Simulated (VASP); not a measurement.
# Sb (I4/mmm) in VASP: further runs

Runs on Sb. Level: r2SCAN. Tasks: single point.

All numbers are computed with VASP 6.6.1; they aren't measurements. Logs are shortened: lines on timing, memory, paths and dates and some standing lists are left out, and cuts for length are marked.

## Step 1: The structure

Symmetry: I4/mmm, No. 139, tetragonal system. Conventional cell: a = 3.153 Å, b = 3.153 Å, c = 5.424 Å, α = 90.00°, β = 90.00°, γ = 90.00°. Sb (site symmetry 4/mmm) has 12 Sb at 3.15 to 3.51 Å as nearest neighbours.

This isn't the form of Sb at room conditions, which is rhombohedral.

## Step 2: Single point, r2SCAN

Input file INCAR:

```
SYSTEM = Sb
PREC = Accurate
ENCUT = 250
EDIFF = 1E-6
ISMEAR = 0
SIGMA = 0.1
LREAL = .FALSE.
LASPH = .TRUE.
NELM = 100
ALGO = Normal
ISIF = 2
LWAVE = .FALSE.
LCHARG = .FALSE.
METAGGA = R2SCAN
LMIXTAU = .TRUE.
ADDGRID = .FALSE.
```

Input file KPOINTS:

```
regular mesh
0
G
  7 7 7
  0 0 0
```

Input file POSCAR:

```
Sb
1.0
   -1.5638750000      1.6131910000      2.7402030000
    1.6104090000     -1.5604430000      2.7365900000
    1.5281950000      1.5247630000     -2.7095380000
Sb
1
Direct
    0.0004760000      0.0218010000      0.0165680000
```

Potentials or basis: VASP PAW PBE potentials, release 64 (Sb).

Command:

```
cat potpaw_PBE.64/Sb/POTCAR > POTCAR
mpirun -np 1 vasp_std > vasp.out
```

OUTCAR:

```text
SYSTEM = Sb
   PREC = Accurate
   ENCUT = 250
   EDIFF = 1E-6
   ISMEAR = 0
   LREAL = .FALSE.
   LASPH = .TRUE.
   NELM = 100
   ISIF = 2
   METAGGA = R2SCAN

 Found    172 irreducible k-points:

 Following reciprocal coordinates:
            Coordinates               Weight
  0.000000  0.000000  0.000000      1.000000
  0.142857 -0.000000  0.000000      2.000000
  0.285714  0.000000  0.000000      2.000000
  0.428571  0.000000  0.000000      2.000000
 -0.000000  0.142857 -0.000000      2.000000
  0.142857  0.142857  0.000000      2.000000
   k-points           NKPTS =    172   k-points in BZ     NKDIM =    172   number of bands    NBANDS=      6
   number of dos      NEDOS =    301   number of ions     NIONS =      1
   total plane-waves  NPLWV =   5832
   dimension x,y,z NGX =    18 NGY =   18 NGZ =   18
   dimension x,y,z NGXF=    36 NGYF=   36 NGZF=   36
   ions per type =               1
   NGX,Y,Z   is equivalent  to a cutoff of   8.44,  8.46,  8.64 a.u.
   NGXF,Y,Z  is equivalent  to a cutoff of  16.89, 16.92, 17.28 a.u.
 SYSTEM =  Sb
   PREC   = accura    normal or accurate (medium, high low for compatibility)
   ISTART =      0    job   : 0-new  1-cont  2-samecut
   ICHARG =      2    charge: 1-file 2-atom 10-const
   ISPIN  =      1    spin polarized calculation?
   LNONCOLLINEAR =      F non collinear calculations
   LSORBIT =      F    spin-orbit coupling
   LASPH  =      T    aspherical Exc in radial PAW
   ENCUT  =  250.0 eV  18.37 Ry    4.29 a.u.   4.57  4.56  4.47*2*pi/ulx,y,z
   NELM   =    100;   NELMIN=  2; NELMDL= -5     # of ELM steps
   EDIFF  = 0.1E-05   stopping-criterion for ELM
   LREAL  =      F    real-space projection
   EDIFFG = 0.1E-04   stopping-criterion for IOM
   NSW    =      0    number of steps for IOM
   IBRION =     -1    ionic relax: 0-MD 1-quasi-New 2-CG
   NFREE  =      0    steps in history (QN), initial steepest desc. (CG)
   ISIF   =      2    stress and relaxation
   ISYM   =      2    0-nonsym 1-usesym 2-fastsym
   POTIM  = 0.5000    time-step for ionic-motion
   TEBEG  =    0.0;   TEEND  =   0.0 temperature during run
   PSTRESS=    0.0 pullay stress
   NELECT =       5.0000    total number of electrons
   NUPDOWN=      -1.0000    fix difference up-down
   EMIN   =  10.00;   EMAX   =-10.00  energy-range for DOS
   EFERMI =   0.00;   METHOD = LEGACY
   ISMEAR =     0;   SIGMA  =   0.10  broadening in eV -4-tet -1-fermi 0-gaus
   EFERMI_NEDOS =   21; number of points for ismear=-14 and -15
   IALGO  =     38    algorithm
   IMIX   =      4    mixing-type and parameters
     AMIX     =   0.40;   BMIX     =  1.00
     AMIX_MAG =   1.60;   BMIX_MAG =  1.00
  volume/ion in A,a.u.               =      26.96       181.95
  Fermi-wavevector in a.u.,A,eV,Ry     =   0.933573  1.764197 11.858272  0.871558
  Thomas-Fermi vector in A             =   2.060288
   LORBIT       =      0    0 simple, 1 ext, 2 COOP (PROOUT), +10 PAW based schemes
   METAGGA = R2SCAN    functional components
   LHFCALC =     F    Hartree Fock is set to
   AEXX    =    0.0000 exact exchange contribution
   IVDW    =     0    specifies the selected vdW correction
   LEPSILON=     F    determine dielectric tensor
   LRPA    =     F    only Hartree local field effects (RPA)
 non-spin polarized calculation
 Gauss-broadening in eV      SIGMA  =   0.10
  energy-cutoff  :      250.00
  volume of cell :       26.96
 maximum number of plane-waves:       251
 NGX is ok and might be reduce to    18
   NGX =  9   NGY =  9   NGZ =  9

 number of electron       4.9999999 magnetization

 Free energy of the ion-electron system (eV)
  ---------------------------------------------------
  ext. energy  EPLUGINS =         0.00000000
  ---------------------------------------------------
  free energy    TOTEN  =       -25.24100243 eV

  energy without entropy =      -25.23832859  energy(sigma->0) =      -25.23966551

 E-fermi :   8.4173     XC(G=0): -10.7737

 val. band max:        8.3742224226   @ k =   0.4286   0.1429   0.1429
 cond. band min:       8.4248045945   @ k =   0.0000   0.1429   0.4286
 fundamental gap:      0.0505821718
 Fermi energy:         8.4172518621

 k-point     1 :       0.0000    0.0000    0.0000
  band No.  band energies     occupation
      1      -5.1270      2.00000
      2      13.1646      0.00000
      3      14.2076      0.00000
      4      14.2646      0.00000
      5      18.1277      0.00000
      6      19.3609      0.00000

 k-point     2 :       0.1429   -0.0000    0.0000
  band No.  band energies     occupation
      1      -4.7018      2.00000
      2      10.8617      0.00000
      3      12.6478      0.00000
      4      14.1887      0.00000
      5      17.4097      0.00000
      6      18.6497      0.00000

 k-point     3 :       0.2857    0.0000    0.0000
  band No.  band energies     occupation
      1      -3.4537      2.00000
      2       6.5310      2.00000
      3      11.3035      0.00000
      4      14.2101      0.00000
      5      15.9145      0.00000
      6      18.6235      0.00000

 k-point     4 :       0.4286    0.0000    0.0000
  band No.  band energies     occupation
      1      -1.6473      2.00000
      2       3.0308      2.00000
      3      10.5008      0.00000
      4      14.3386      0.00000
      5      15.1913      0.00000
      6      19.0493      0.00000

 k-point     5 :      -0.0000    0.1429   -0.0000
  band No.  band energies     occupation
      1      -4.7010      2.00000
      2      10.8759      0.00000
      3      12.6307      0.00000
      4      14.1887      0.00000
      5      17.3899      0.00000
      6      18.6470      0.00000

 k-point     6 :       0.1429    0.1429    0.0000
  band No.  band energies     occupation
      1      -4.0737      2.00000
      2       9.6821      0.00000
      3      10.4803      0.00000
      4      12.3646      0.00000
      5      17.8601      0.00000
      6      18.4753      0.00000

 [... further k-points ...]

------------------------ aborting loop because EDIFF is reached ----------------------------------------

  FORCE on cell =-STRESS in cart. coord.  units (eV):
  Direction    XX          YY          ZZ          XY          YZ          ZX
  --------------------------------------------------------------------------------------
  -------------------------------------------------------------------------------------
  Total        0.1186625      0.1223725      0.7551083      0.0614499     -0.0226913     -0.0315865
  in kB        7.0513822      7.2718434     44.8714450      3.6515879     -1.3484053     -1.8769887
  external PRESSURE =      19.7315569 kB  Pullay stress =       0.0000000 kB

 VOLUME and BASIS-vectors are now :
 -----------------------------------------------------------------------------
  energy-cutoff  :      250.00
  volume of cell :       26.96
      direct lattice vectors                 reciprocal lattice vectors
    -1.563875000  1.613191000  2.740203000     0.002055809  0.316948054  0.179518554
     1.610409000 -1.560443000  2.736590000     0.317083613  0.001847581  0.179876686
     1.528195000  1.524763000 -2.709538000     0.322328449  0.322401118 -0.005843793

 POSITION                                       TOTAL-FORCE (eV/Angst)
 -----------------------------------------------------------------------------------
      0.05968     -0.00799      0.01607         0.000000      0.000000     -0.000000
 -----------------------------------------------------------------------------------
    total drift:                                0.000000     -0.000000      0.000001

  FREE ENERGIE OF THE ION-ELECTRON SYSTEM (eV)
  ---------------------------------------------------
  free  energy   TOTEN  =       -25.2410024282 eV

  energy  without entropy=      -25.2383285919  energy(sigma->0) =      -25.23966551
```

Run time: 21 s. Hardware: 1 thread of Intel Xeon 6975P-C (Granite Rapids), shared host; peak memory 0.12 GiB.

These settings aren't checked as converged: the numbers below hold their error.

Results:

| Property | Result |
| --- | --- |
| Free energy | -25.2410 eV |
| Pressure | 2.0 GPa |
| Band gap on the k mesh | none (metal or under the smearing width) |

Caveat: the k mesh is coarse (spacing up to 0.41 Å⁻¹), so the values aren't converged; the PAW data sets were made with another functional, which shifts forces and pressure a little.

## Step 3: Single point, r2SCAN

Edit INCAR of step 2 so:

```diff
@@ -2,3 +2,3 @@
 PREC = Accurate
-ENCUT = 250
+ENCUT = 300
 EDIFF = 1E-6
```

KPOINTS is that of step 2.

Input file POSCAR:

```
Sb
1.0
   -1.5765401831      1.5765401831      2.7119384313
    1.5765401831     -1.5765401831      2.7119384313
    1.5765401831      1.5765401831     -2.7119384313
Sb
1
Direct
    0.0000000000      0.0000000000      0.0000000000
```

Potentials or basis: VASP PAW PBE potentials, release 64 (Sb).

Command:

```
cat potpaw_PBE.64/Sb/POTCAR > POTCAR
mpirun -np 1 vasp_std > vasp.out
```

It took 9.9 s on 1 thread of Intel Xeon 6975P-C (Granite Rapids), shared host; peak memory 0.12 GiB.

These settings aren't checked as converged: the numbers below hold their error.

What came out:

```
Free energy            : -25.2368 eV
Pressure               : 1.9 GPa
Band gap on the k mesh : none (metal or under the smearing width)
```

Caveat: the k mesh is coarse (spacing up to 0.40 Å⁻¹), so the values aren't converged; the PAW data sets were made with another functional, which shifts forces and pressure a little.

## Step 4: Single point, r2SCAN

INCAR is that of step 3.

KPOINTS is that of step 3.

Input file POSCAR:

```
Sb
1.0
   -1.5638750000      1.6131910000      2.7402030000
    1.6104090000     -1.5604430000      2.7365900000
    1.5281950000      1.5247630000     -2.7095380000
Sb
1
Direct
    0.0004760000      0.0218010000      0.0165680000
```

Potentials or basis: VASP PAW PBE potentials, release 64 (Sb).

Command:

```
cat potpaw_PBE.64/Sb/POTCAR > POTCAR
mpirun -np 1 vasp_std > vasp.out
```

OUTCAR:

```text
SYSTEM = Sb
   PREC = Accurate
   ENCUT = 300
   EDIFF = 1E-6
   ISMEAR = 0
   LREAL = .FALSE.
   LASPH = .TRUE.
   NELM = 100
   ISIF = 2
   METAGGA = R2SCAN

 Found    172 irreducible k-points:

 Following reciprocal coordinates:
            Coordinates               Weight
  0.000000  0.000000  0.000000      1.000000
  0.142857 -0.000000  0.000000      2.000000
  0.285714  0.000000  0.000000      2.000000
  0.428571  0.000000  0.000000      2.000000
 -0.000000  0.142857 -0.000000      2.000000
  0.142857  0.142857  0.000000      2.000000
   k-points           NKPTS =    172   k-points in BZ     NKDIM =    172   number of bands    NBANDS=      6
[... 130 lines left out ...]

  FORCE on cell =-STRESS in cart. coord.  units (eV):
  Direction    XX          YY          ZZ          XY          YZ          ZX
  --------------------------------------------------------------------------------------
  -------------------------------------------------------------------------------------
  Total        0.1200968      0.1238572      0.7564642      0.0611586     -0.0222691     -0.0312205
  in kB        7.1366168      7.3600722     44.9520170      3.6342817     -1.3233166     -1.8552442
  external PRESSURE =      19.8162353 kB  Pullay stress =       0.0000000 kB

 VOLUME and BASIS-vectors are now :
 -----------------------------------------------------------------------------
  energy-cutoff  :      300.00
  volume of cell :       26.96
      direct lattice vectors                 reciprocal lattice vectors
    -1.563875000  1.613191000  2.740203000     0.002055809  0.316948054  0.179518554
     1.610409000 -1.560443000  2.736590000     0.317083613  0.001847581  0.179876686
     1.528195000  1.524763000 -2.709538000     0.322328449  0.322401118 -0.005843793

 POSITION                                       TOTAL-FORCE (eV/Angst)
 -----------------------------------------------------------------------------------
      0.05968     -0.00799      0.01607         0.000000     -0.000000      0.000000
 -----------------------------------------------------------------------------------
    total drift:                                0.000001      0.000001     -0.000001

  FREE ENERGIE OF THE ION-ELECTRON SYSTEM (eV)
  ---------------------------------------------------
  free  energy   TOTEN  =       -25.2420604087 eV

  energy  without entropy=      -25.2393850898  energy(sigma->0) =      -25.24072275
```

OSZICAR:

```text
N       E                     dE             d eps       ncg     rms          rms(c)
DAV:   1    -0.177281750492E+02   -0.17728E+02   -0.12593E+03  2064   0.350E+02
DAV:   2    -0.257344926275E+02   -0.80063E+01   -0.75381E+01  2850   0.608E+01
DAV:   3    -0.258598072273E+02   -0.12531E+00   -0.12421E+00  2484   0.817E+00
DAV:   4    -0.258601861760E+02   -0.37895E-03   -0.37891E-03  2850   0.574E-01
DAV:   5    -0.258601875227E+02   -0.13467E-05   -0.13471E-05  2592   0.243E-02    0.153E+00
DAV:   6    -0.251280685369E+02    0.73212E+00   -0.12025E-01  2196   0.317E+00    0.100E+00
DAV:   7    -0.253297265707E+02   -0.20166E+00   -0.10478E-01  2070   0.289E+00    0.125E-01
DAV:   8    -0.252418125236E+02    0.87914E-01   -0.60107E-02  2196   0.226E+00    0.786E-02
DAV:   9    -0.252404518639E+02    0.13607E-02   -0.60993E-04  2652   0.228E-01    0.950E-02
DAV:  10    -0.252405665802E+02   -0.11472E-03   -0.19205E-03  2064   0.394E-01    0.502E-02
DAV:  11    -0.252410591318E+02   -0.49255E-03   -0.65480E-04  2202   0.283E-01    0.561E-02
DAV:  12    -0.252418207929E+02   -0.76166E-03   -0.34423E-04  2112   0.161E-01    0.364E-02
DAV:  13    -0.252419101648E+02   -0.89372E-04   -0.34510E-05  2586   0.626E-02    0.299E-02
DAV:  14    -0.252420372277E+02   -0.12706E-03   -0.55468E-05  2100   0.820E-02    0.952E-03
DAV:  15    -0.252420603278E+02   -0.23100E-04   -0.10204E-05  2304   0.391E-02    0.391E-03
DAV:  16    -0.252420604087E+02   -0.80893E-07   -0.68040E-07  1278   0.715E-03
   1 F= -.25242060E+02 E0= -.25240723E+02  d E =-.267532E-02
```

Run time: 25 s. Hardware: 1 thread of Intel Xeon 6975P-C (Granite Rapids), shared host; peak memory 0.13 GiB.

These settings aren't checked as converged: the numbers below hold their error.

What came out:

```yaml
Free_energy: -25.2421 eV
Pressure: 2.0 GPa
Band_gap_on_the_k_mesh: none (metal or under the smearing width)
```

Caveat: the k mesh is coarse (spacing up to 0.41 Å⁻¹), so the values aren't converged; the PAW data sets were made with another functional, which shifts forces and pressure a little.

## Step 5: Single point, r2SCAN

Edit INCAR of step 4 so:

```diff
@@ -2,3 +2,3 @@
 PREC = Accurate
-ENCUT = 300
+ENCUT = 200
 EDIFF = 1E-6
```

Input file KPOINTS:

```
regular mesh
0
G
  9 9 9
  0 0 0
```

Input file POSCAR:

```
Sb
1.0
   -1.5765401831      1.5765401831      2.7119384313
    1.5765401831     -1.5765401831      2.7119384313
    1.5765401831      1.5765401831     -2.7119384313
Sb
1
Direct
    0.0000000000      0.0000000000      0.0000000000
```

Command:

```
cat potpaw_PBE.64/Sb/POTCAR > POTCAR
mpirun -np 1 vasp_std > vasp.out
```

It took 6.8 s on 1 thread of Intel Xeon 6975P-C (Granite Rapids), shared host; peak memory 0.11 GiB.

These settings aren't checked as converged: the numbers below hold their error.

What came out:

* Free energy: -25.2765 eV
* Pressure: 1.1 GPa
* Band gap on the k mesh: none (metal or under the smearing width)

Caveat: the cutoff is under 1.25 times the usual one of these potentials, so pressure, stress and relaxed cells hold a basis-set (Pulay) error; the PAW data sets were made with another functional, which shifts forces and pressure a little.

## Step 6: For comparison

An earlier run on the cell as given: functional PBEsol; potentials or basis VASP PAW PBE potentials, release 64 (Sb); cutoff 520 eV; k mesh 12 × 12 × 12; occupations fermi-dirac, width 0.05 eV; no spin polarisation.

* Pressure: -1.3 GPa
* Band gap on the k mesh: none (metal or under the smearing width)
